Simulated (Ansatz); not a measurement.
## CdO (Monteponite): band structure with rPW86-PBE

The system is CdO (Monteponite).

```
Cd O
1.0
     0.00000    2.34950    2.34950
     2.34950    0.00000    2.34950
     2.34950    2.34950    0.00000
Cd O
1 1
Direct
  0.00000 0.00000 0.00000
  0.50000 0.50000 0.50000
```

```
Program                             : Ansatz 0.2.0
Task                                : band structure
Functional                          : rPW86-PBE
Potentials or basis                 : Ansatz PAW
Cutoff                              : 420 eV (not typed: the program's choice for these potentials)
k mesh                              : 10 × 10 × 10
Occupations                         : fermi-dirac, width 0.05 eV
Spin                                : no spin polarisation
Path                                : [["G", "X", "W", "K", "G", "L", "U", "W", "L", "K"], ["U", "X"]]
Points for each segment of the path : 14
```

- Pressure: 11.8 GPa
- Band gap on the k mesh: none (metal or under the smearing width)

Levels at the corners of the path, in eV from the Fermi level:
```tsv
point	band 9	band 10	band 11	band 12	band 13	band 14	band 15	band 16	band 17	band 18
Γ	-6.60	-6.60	-1.51	-1.51	-1.51	-0.52	14.70	17.06	17.06	17.06
X	-6.22	-5.90	-4.40	-2.45	-2.45	3.69	8.44	11.36	13.12	13.12
W	-6.22	-6.01	-3.11	-3.11	-2.03	5.78	8.87	8.87	10.62	18.44
K	-6.31	-6.19	-3.51	-3.02	-1.41	5.23	8.56	8.57	12.74	15.62
Γ	-6.60	-6.60	-1.51	-1.51	-1.51	-0.52	14.70	17.06	17.06	17.06
L	-6.36	-6.36	-3.96	-0.16	-0.16	4.42	7.12	11.74	11.74	17.84
U	-6.31	-6.19	-3.51	-3.02	-1.41	5.23	8.56	8.57	12.74	15.62
W	-6.22	-6.01	-3.11	-3.11	-2.03	5.78	8.87	8.87	10.62	18.44
L	-6.36	-6.36	-3.96	-0.16	-0.16	4.42	7.12	11.74	11.74	17.84
K	-6.31	-6.19	-3.51	-3.02	-1.41	5.23	8.56	8.57	12.74	15.62
U	-6.31	-6.19	-3.51	-3.02	-1.41	5.23	8.56	8.57	12.74	15.62
X	-6.22	-5.90	-4.40	-2.45	-2.45	3.69	8.44	11.36	13.12	13.12
```

Run time: 1.8 s on 2 threads of Arm Neoverse V1 (shared host), peak memory 0.28 GiB.

Caveat: the pressure holds a Pulay correction of +0.6 GPa for the finite cutoff; the PAW data sets come from PBE, with cores solved anew for the run's functional, which leaves a small shift of forces and pressure; this crystal is a semiconductor, whose small gap the functional closes, so the metal is an error of the method.
